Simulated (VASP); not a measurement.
**MgS: single point with LDA**

MgS:

```
Mg S
1.0
     0.00000    2.83312    2.83312
     2.83312    0.00000    2.83312
     2.83312    2.83312    0.00000
Mg S
1 1
Direct
  0.98235 0.01765 0.98235
  0.75000 0.75000 0.75000
```

The cell comes from a database or a generator and needn't be the stable form of this composition.

The cell isn't the ideal one: atom 1 (Mg) moved by (-0.100, +0.000) A along y and z.

```json
{"Program": "VASP 6.6.1", "Task": "single point", "Functional": "LDA", "Potentials or basis": "VASP PAW LDA potentials, release 64 (Mg, S)", "Cutoff": "520 eV", "k mesh": "8 × 8 × 8", "Occupations": "gaussian, width 0.05 eV", "Spin": "no spin polarisation", "Dipole correction": "no", "Further INCAR settings": "ALGO = Fast; EDIFF = 1e-07; NBANDS = 11"}
```

| Quantity | Value |
| --- | --- |
| Pressure | -2.3 GPa |
| Largest force | 0.529 eV/Å |
| Band gap on the k mesh | 3.06 eV, direct |

Forces in eV/Å, atoms in the order of the input:
```
Mg   0.000  0.529  0.000
S    0.000 -0.529  0.000
```

Stress tensor (GPa, compression positive):
```
-2.17  0.00  1.95
 0.00 -2.50  0.00
 1.95  0.00 -2.17
```

Levels at points of the mesh, in eV from the valence-band top:
```tsv
k point	band 2	band 3	band 4	band 5	band 6	band 7
(0.00, 0.00, 0.00)	-0.25	-0.11	0.00	3.06	7.63	7.64
(0.50, 0.00, 0.00)	-3.26	-0.58	-0.41	4.73	7.22	7.38
(0.00, 0.50, 0.00)	-3.39	-0.49	-0.34	4.75	7.29	7.47
(0.50, 0.50, 0.00)	-3.01	-1.17	-1.17	3.53	5.30	10.72
(0.50, 0.00, 0.50)	-2.99	-1.28	-1.09	3.54	5.31	10.72
```

It took 24 s on 1 thread of Intel(R) Xeon(R) 6975P-C (Granite Rapids) (shared host), peak memory 0.17 GiB.

A k mesh can miss the band edges.
